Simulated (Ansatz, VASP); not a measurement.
KBr in VASP and in Ansatz

The input INCAR:

```
PREC = Accurate
ENCUT = 520
EDIFF = 1E-6
ISMEAR = 0
SIGMA = 0.05
LREAL = F
LASPH = T
NELM = 60
ALGO = Normal
ISIF = 2
LWAVE = F
LCHARG = F
GGA = PS
NBANDS = 15
```

Contents of KPOINTS:

```
regular mesh
0
Gamma
  6 6 6
```

Contents of POSCAR:

```
KBr
1.0
    0.0000000000      3.4058737286      3.1438834418
    3.4058737286      0.0000000000      3.1438834418
    3.4058737286      3.4058737286      0.0000000000
K Br
1 1
Direct
    0.0000000000      0.0000000000      0.0000000000
    0.5000000000      0.5000000000      0.5000000000
```

Input for Ansatz:

```yaml
crystal:
  lattice:
    - [0.0, 3.4058737286, 3.1438834418]
    - [3.4058737286, 0.0, 3.1438834418]
    - [3.4058737286, 3.4058737286, 0.0]
  atoms:
    - { symbol: K, position: [0.0, 0.0, 0.0] }
    - { symbol: Br, position: [0.5, 0.5, 0.5] }
basis:
  ecutwfc: 420
kpoints:
  mp_grid: { grid: [6, 6, 6] }
hamiltonian:
  xc: pbesol
scf:
  occupations: { method: gaussian, width: 0.05 }
output:
  forces: true
  stress: true
  eigenvalues: true
```

Change from the starting cell: strain +0.040 along x and y, -0.040 along z, atoms carried along.

Alike in both runs: task single point; functional PBEsol; k mesh 6 × 6 × 6; occupations gaussian, width 0.05 eV; no spin polarisation.

|  | VASP | Ansatz |
| --- | --- | --- |
| version | VASP 6.6.1 | Ansatz 0.2.0 |
| potentials or method | VASP PAW PBE potentials, release 64 (K_sv, Br) | scalar-relativistic, plane waves, PAW |
| plane-wave cutoff (eV) | 520 | 420 |
| valence electrons in the cell | 16 | 16 |

|  | VASP | Ansatz | Ansatz less VASP |
| --- | --- | --- | --- |
| gap on the k mesh at the Fermi level (eV) | 4.21 | 4.21 | +0.003 |
| least direct gap on the mesh (eV) | 4.21 | 4.21 | +0.003 |
| pressure (GPa) | -0.2 | -0.2 | -0.05 |
| largest component of the traceless stress (GPa) | 1.72 | 1.68 | -0.037 |

Caveats: the PAW data sets were made with another functional, which shifts forces and pressure a little (VASP).
